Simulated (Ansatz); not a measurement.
## Cu in Ansatz: the effect of functional

Cu:

```xyz
1
Lattice="0.0000 1.8075 1.8075 1.8075 0.0000 1.8075 1.8075 1.8075 0.0000" Properties=species:S:1:pos:R:3 pbc="T T T"
Cu    0.0000    0.0000    0.0000
```

Alike in all runs:

- Program: Ansatz 0.2.0
- Task: projected density of states
- Potentials or basis: Ansatz PAW
- k mesh: 7 × 7 × 7
- Occupations: fermi-dirac, width 0.05 eV
- Spin: no spin polarisation

```csv
functional,cutoff,pressure (GPa)
LDA,420 eV (not typed: the program's choice for these potentials),?
PBE,420 eV (not typed: the program's choice for these potentials),1.6
PBEsol,420 eV (not typed: the program's choice for these potentials),-6.7
RPBE,420 eV (not typed: the program's choice for these potentials),6.5
revPBE,420 eV (not typed: the program's choice for these potentials),5.2
BLYP,420 eV (not typed: the program's choice for these potentials),9.7
r2SCAN,500 eV (not typed: the program's choice for these potentials),-5.0
HSE06,420 eV (not typed: the program's choice for these potentials),1.6
PBE0,420 eV (not typed: the program's choice for these potentials),1.4
r2SCAN0,500 eV (not typed: the program's choice for these potentials),-2.5
```

**Question.** What does the run with functional LDA give?

**Answer.** Pressure -12.7 GPa.

Caveats: all runs use coarse meshes; the density of states is complete only up to the lowest level of the last band computed; the PAW data sets come from PBE, with cores solved anew for the run's functional, which leaves a small shift of forces and pressure (some runs); the thresholds are loose for stress (some runs).
